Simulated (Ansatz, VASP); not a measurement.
This is a calculation of InSb3 for Ansatz 0.2.0.

The input input.yaml:

```yaml
crystal:
  lattice:
    - [0.0, 3.7170933668, 3.7170933668]
    - [3.7170933668, 0.0, 3.7170933668]
    - [3.7170933668, 3.7170933668, 0.0]
  atoms:
    - { symbol: Sb, position: [0.5, 0.5, 0.5] }
    - { symbol: Sb, position: [0.75, 0.75, 0.75] }
    - { symbol: Sb, position: [0.25, 0.25, 0.25] }
    - { symbol: In, position: [0.0, 0.0, 0.0] }
kpoints:
  mp_grid: { grid: [6, 6, 6] }
scf:
  occupations: { method: fermi_dirac, width: 0.05 }
hamiltonian:
  xc: pbesol
  pseudopotentials: { kind: all_electron, lapw: { basis_error: 0.001 } }
output:
  forces: true
  stress: true
  eigenvalues: true
```

Potentials or basis: all-electron LAPW, scalar-relativistic.

Launch:

```sh
$ ansatz run input.yaml --threads 2 --pin off --max-ram 8192MiB --backend cpu --events-out ev --progress --plain --runs-dir out
```

**Question.** Set up the same calculation for VASP 6.6.1. Potentials there: VASP PAW PBE potentials, release 64 (Sb, In_d).

**Answer.** As run (the cutoff follows the program's own potentials):

Contents of INCAR:

```
ALGO = Normal ; EDIFF = 1E-7
ENCUT = 520 ; GGA = PS
ISIF = 2 ; ISMEAR = -1
LASPH = True ; LCHARG = False
LREAL = False ; LWAVE = False
NBANDS = 22 ; NELM = 100
PREC = Accurate ; SIGMA = 0.05
```

KPOINTS

```
k-points
0
Gamma
  6 6 6
```

Contents of POSCAR:

```
InSb3
1.0
    0.0000000000      3.7170933668      3.7170933668
    3.7170933668      0.0000000000      3.7170933668
    3.7170933668      3.7170933668      0.0000000000
Sb In
3 1
Direct
    0.5000000000      0.5000000000      0.5000000000
    0.7500000000      0.7500000000      0.7500000000
    0.2500000000      0.2500000000      0.2500000000
    0.0000000000      0.0000000000      0.0000000000
```

Potentials or basis: VASP PAW PBE potentials, release 64 (Sb, In_d).

Run with:

```console
$ cat potpaw_PBE.64/Sb/POTCAR potpaw_PBE.64/In_d/POTCAR > POTCAR
$ mpirun -np 1 vasp_std > vasp.out
```

Both were run:

|  | VASP | Ansatz | Ansatz less VASP |
| --- | --- | --- | --- |
| gap on the k mesh at the Fermi level (eV) | none | none | - |
| pressure (GPa) | 0.2 | 0.2 | +0.01 |

A gap of «none» marks a metal or a gap that the smearing closes. Ansatz ran all-electron here, so the differences hold the error of VASP's frozen core and of both bases.

Caveats: the PAW data sets were made with another functional, which shifts forces and pressure a little (VASP). The runs have no spin-orbit coupling, so splittings on Sb are missing.
